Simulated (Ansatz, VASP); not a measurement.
## Two plane-wave programs on ZrC

The input INCAR:

```
SYSTEM = ZrC
PREC = Accurate ; ENCUT = 520
EDIFF = 1E-7 ; ISMEAR = -1
SIGMA = 0.05 ; LREAL = .FALSE.
LASPH = .TRUE. ; NELM = 100
ALGO = Normal ; ISIF = 2
LWAVE = .FALSE. ; LCHARG = .FALSE.
GGA = PS ; NBANDS = 24
```

The input KPOINTS:

```
regular mesh
0
G
  9 9 5
  0 0 0
```

POSCAR

```
ZrC
1.0
    3.3687140002      0.0000000000      0.0000000000
   -1.6843570001      2.9173919023      0.0000000000
    0.0000000000      0.0000000000      5.2545482188
Zr C
2 2
Direct
    0.6666666667      0.3333333333      0.7500000000
    0.3333333333      0.6666666667      0.2500000000
    0.0000000000      0.0000000000      0.5000000000
    0.0000000000      0.0000000000      0.0000000000
```

File input.yaml:

```yaml
crystal:
  lattice:
    - [3.3687140002, 0.0, 0.0]
    - [-1.6843570001, 2.9173919023, 0.0]
    - [0.0, 0.0, 5.2545482188]
  atoms:
    - { symbol: Zr, position: [0.6666666667, 0.3333333333, 0.75] }
    - { symbol: Zr, position: [0.3333333333, 0.6666666667, 0.25] }
    - { symbol: C, position: [0.0, 0.0, 0.5] }
    - { symbol: C, position: [0.0, 0.0, 0.0] }
hamiltonian:
  xc: pbesol
  pseudopotentials: { kind: paw }
kpoints:
  mp_grid: { grid: [9, 9, 5] }
scf:
  occupations: { method: fermi_dirac, width: 0.05 }
output:
  forces: true
  stress: true
  eigenvalues: true
```

Change from the starting cell: volume scaled by 0.98.

Alike in both runs: task single point; functional PBEsol; k mesh 9 × 9 × 5; occupations fermi-dirac, width 0.05 eV; no spin polarisation.

|  | VASP | Ansatz |
| --- | --- | --- |
| version | VASP 6.6.1 | Ansatz 0.2.0 |
| potentials or method | VASP PAW PBE potentials, release 64 (Zr_sv, C) | Ansatz PAW |
| plane-wave cutoff (eV) | 520 | 420 |
| valence electrons in the cell | 32 | 32 |

|  | VASP | Ansatz | Ansatz less VASP |
| --- | --- | --- | --- |
| gap on the k mesh at the Fermi level (eV) | none | none | - |
| pressure (GPa) | -3.2 | -3.6 | -0.36 |
| largest component of the traceless stress (GPa) | 1.05 | 1.07 | +0.018 |

A gap of «none» marks a metal or a gap that the smearing closes. The functional is the same, so the differences come from potentials, cutoffs and numerics.

Caveats: the PAW data sets were made with another functional, which shifts forces and pressure a little (VASP); the PAW data sets come from PBE, with cores solved anew for the run's functional, which leaves a small shift of forces and pressure (Ansatz).
